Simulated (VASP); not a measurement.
Set up this calculation in VASP 6.6.1, as the native input.

```
Task                               : relaxation of cell and atoms
Functional                         : HF
Potentials or basis                : VASP PAW PBE potentials, release 64 (I, Na_pv)
Cutoff                             : 600 eV
k mesh                             : 4 × 4 × 4
Occupations                        : fermi-dirac, width 0.05 eV
Spin                               : no spin polarisation
Grid for exact exchange (PRECFOCK) : Fast
Exchange at q = 0                  : truncated
Further INCAR settings             : ALGO = Normal; EDIFF = 1e-06; IBRION = 2; EDIFFG = -0.01; NSW = 60; ISIF = 3
```

NaI:

```
I Na
1.0
     0.00000    3.23640    3.23640
     3.23640    0.00000    3.23640
     3.23640    3.23640    0.00000
I Na
1 1
Direct
  0.50000 0.50000 0.50000
  0.00000 0.00000 0.00000
```

One way to write it, as run:

POSCAR

```
NaI
1.0
    0.0000000000      3.2364000000      3.2364000000
    3.2364000000      0.0000000000      3.2364000000
    3.2364000000      3.2364000000      0.0000000000
I Na
1 1
Direct
    0.5000000000      0.5000000000      0.5000000000
    0.0000000000      0.0000000000      0.0000000000
```

INCAR.step1

```
ALGO     = Normal         # electronic algorithm
EDIFF    = 1E-5           # SCF threshold, eV
ENCUT    = 600            # plane-wave cutoff, eV
GGA      = PE             # functional
ISMEAR   = -1             # smearing method
LASPH    = T              # aspherical terms in the spheres
LCHARG   = F              # write CHGCAR
LREAL    = F              # projectors in reciprocal space
LWAVE    = T              # write WAVECAR
NELM     = 100            # most SCF steps
PREC     = Accurate       # precision mode
SIGMA    = 0.05           # smearing width, eV
```

INCAR.step2

```
AEXX     = 1.0            # exact-exchange fraction
AGGAC    = 0.0          
ALDAC    = 0.0          
ALGO     = Normal         # electronic algorithm
EDIFF    = 1E-6           # SCF threshold, eV
EDIFFG   = -0.01          # ionic threshold
ENCUT    = 600            # plane-wave cutoff, eV
GGA      = PE             # functional
HFRCUT   = -1           
IBRION   = 2              # ionic algorithm
ISIF     = 3              # what is computed and relaxed
ISMEAR   = -1             # smearing method
ISTART   = 1            
LASPH    = T              # aspherical terms in the spheres
LCHARG   = F              # write CHGCAR
LHFCALC  = T              # exact exchange
LREAL    = F              # projectors in reciprocal space
LWAVE    = F              # write WAVECAR
NELM     = 100            # most SCF steps
NSW      = 60             # ionic steps
PREC     = Accurate       # precision mode
PRECFOCK = Fast         
SIGMA    = 0.05           # smearing width, eV
```

KPOINTS

```
k-points
0
Gamma
  4 4 4
```

Potentials or basis: VASP PAW PBE potentials, release 64 (I, Na_pv).

Launch:

```sh
$ cat potpaw_PBE.64/I/POTCAR potpaw_PBE.64/Na_pv/POTCAR > POTCAR
$ cp INCAR.step1 INCAR
$ mpirun -np 1 vasp_std > vasp.out
$ cp INCAR.step2 INCAR
$ mpirun -np 1 vasp_std > vasp.out
```

Results of the run:

- Relaxed volume: 38.08 Å³/atom
- Relaxed cell: a = 4.758 Å, b = 4.758 Å, c = 4.758 Å, α = 60.00°, β = 60.00°, γ = 60.00°
- Space group after relaxing (to 0.05 Å): Fm-3m (No. 225)
- Energy gained by relaxing: 22.2 meV/atom
- Ionic steps: 4
- Pressure after relaxing: 0.0 GPa
- Band gap on the k mesh: 10.38 eV, direct

Caveat: the k mesh is coarse (spacing up to 0.42 Å⁻¹), so the values aren't converged, least of all with exact exchange; the PAW data sets were made with another functional, which shifts forces and pressure a little; spin-orbit coupling is left out, which moves the levels of the heavy elements; the volume moved by +12 % from the deposited cell, more than functionals usually miss.

Run time: 7.2 min on 1 thread of AMD EPYC 9R45 96-Core Processor (Zen 5), on a shared host, peak memory 0.22 GiB.
